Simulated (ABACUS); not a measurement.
Crystal: Fe.

```
CELL_PARAMETERS angstrom
-1.44300 1.44300 1.44300
1.44300 -1.44300 1.44300
1.44300 1.44300 -1.44300
ATOMIC_POSITIONS crystal
Fe 0.00000 0.00000 0.00000
```

Base run:

| Item | Value |
| --- | --- |
| Program | ABACUS 3.10.1 |
| Functional | PBEsol |
| Potentials or basis | PseudoDojo NC SR 0.4 PBEsol stringent |
| Cutoff | 1619 eV |
| Density cutoff | 6476 eV |
| Basis | plane waves |
| k mesh | 10 × 10 × 10 |
| Occupations | fermi-dirac, width 0.05 eV |
| Spin | collinear spin, ferromagnetic start |
| Starting moments | [3.0] μB |

Its results: band gap on the k mesh none (metal or under the smearing width); pressure -19.4 GPa; net moment 2.20 μB per cell.

Task: After a change of settings the same cell gave: band gap on the k mesh none (metal or under the smearing width); pressure -21.2 GPa; net moment 2.19 μB per cell. Which change was it?
A. functional from PBEsol to AM05
B. functional from PBEsol to revPBE; potentials or basis from PseudoDojo NC SR 0.4 PBEsol stringent to PseudoDojo NC SR 0.4.1 PBE standard; cutoff from 1619 eV to 1225 eV; density cutoff from 6476 eV to 4898 eV
C. functional from PBEsol to B86bPBE; potentials or basis from PseudoDojo NC SR 0.4 PBEsol stringent to SG15 ONCV 1.2 PBE; cutoff from 1619 eV to 1225 eV; density cutoff from 6476 eV to 4898 eV
D. functional from PBEsol to RPBE; potentials or basis from PseudoDojo NC SR 0.4 PBEsol stringent to GBRV ultrasoft 1.5 PBE; cutoff from 1619 eV to 544 eV; density cutoff from 6476 eV to 4354 eV

Result: A.

Caveats: so large a pressure means that the cell lies far from this level's equilibrium, or that cutoff or potentials fall short; the potentials were made for another functional, which shifts forces and pressure (some runs).

Not every run made on this cell is shown here.
